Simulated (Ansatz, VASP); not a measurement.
**One calculation of LiF (Griceite), two programs**

```
F Li
1.0
     0.00000    2.04050    2.04050
     2.04050    0.00000    2.04050
     2.04050    2.04050    0.00000
F Li
1 1
Direct
  0.50000 0.50000 0.50000
  0.00000 0.00000 0.00000
```

Change from the starting cell: volume scaled by 1.04.

Alike in both runs: task single point; functional PBE; k mesh 11 × 11 × 11; occupations fermi-dirac, width 0.05 eV; no spin polarisation.

```csv
,VASP,Ansatz
version,VASP 6.6.1,Ansatz 0.2.0
potentials or method,"VASP PAW PBE potentials, release 64 (F, Li_sv)",Ansatz PAW
plane-wave cutoff (eV),520,420
valence electrons in the cell,10,10
```

|  | VASP | Ansatz | Ansatz less VASP |
| --- | --- | --- | --- |
| gap on the k mesh at the Fermi level (eV) | 8.75 | 8.75 | +0.001 |
| least direct gap on the mesh (eV) | 8.75 | 8.75 | +0.001 |

Caveats: an odd mesh through Γ misses points on the zone boundary, where band edges often lie (VASP); odd divisions of the mesh miss points on the zone boundary, where band edges often lie, so the gap on the mesh can be too wide (Ansatz).
